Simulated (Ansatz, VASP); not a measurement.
One calculation of MgO, two programs

The input INCAR:

```
PREC = Accurate ; ENCUT = 520
EDIFF = 1E-7 ; ISMEAR = 0
SIGMA = 0.05 ; LREAL = F
LASPH = T ; NELM = 80
ALGO = Normal ; ISIF = 2
LWAVE = F ; LCHARG = F
GGA = PS ; NBANDS = 16
```

File KPOINTS:

```
Automatic mesh
0
Gamma
  9 9 6
```

Contents of POSCAR:

```
MgO
1.0
    3.4174302779      0.0000000000      0.0000000000
   -1.7087151390      2.9595814363      0.0000000000
    0.0000000000      0.0000000000      3.8603292420
Mg O
2 2
Direct
    0.6666666667      0.3333333333      0.7500000000
    0.3333333333      0.6666666667      0.2500000000
    0.6666666667      0.3333333333      0.2500000000
    0.3333333333      0.6666666667      0.7500000000
```

Input for Ansatz:

```yaml
crystal:
  lattice:
    - [3.4174302779, 0.0, 0.0]
    - [-1.708715139, 2.9595814363, 0.0]
    - [0.0, 0.0, 3.860329242]
  atoms:
    - { symbol: Mg, position: [0.6666666667, 0.3333333333, 0.75] }
    - { symbol: Mg, position: [0.3333333333, 0.6666666667, 0.25] }
    - { symbol: O, position: [0.6666666667, 0.3333333333, 0.25] }
    - { symbol: O, position: [0.3333333333, 0.6666666667, 0.75] }
basis:
  ecutwfc: 520.0
kpoints:
  mp_grid: { grid: [9, 9, 6] }
hamiltonian:
  xc: pbesol
  pseudopotentials: { kind: paw, azcp: { folder: soft_1 } }
scf:
  occupations: { method: gaussian, width: 0.05 }
output:
  forces: true
  stress: true
  eigenvalues: true
```

Alike in both runs: task single point; functional PBEsol; k mesh 9 × 9 × 6; occupations gaussian, width 0.05 eV; no spin polarisation.

|  | VASP | Ansatz |
| --- | --- | --- |
| version | VASP 6.6.1 | Ansatz 0.2.0 |
| potentials or method | VASP PAW PBE potentials, release 64 (Mg, O) | scalar-relativistic, plane waves, PAW |
| plane-wave cutoff (eV) | 520 | 520 |
| valence electrons in the cell | 16 | 32 |

|  | VASP | Ansatz | Ansatz less VASP |
| --- | --- | --- | --- |
| gap on the k mesh at the Fermi level (eV) | 3.93 | 3.94 | +0.008 |
| least direct gap on the mesh (eV) | 3.93 | 3.94 | +0.008 |
| pressure (GPa) | 23.6 | 23.6 | +0.05 |
| largest component of the traceless stress (GPa) | 16.11 | 15.92 | -0.187 |

The two sets of potentials don't hold the same shells in valence. Ansatz warned: «pseudo_functional_mismatch».

Caveats: so large a pressure means that the cell lies far from this level's equilibrium, or that cutoff or potentials fall short (VASP); the potentials were made for another functional, which shifts forces and pressure (VASP).
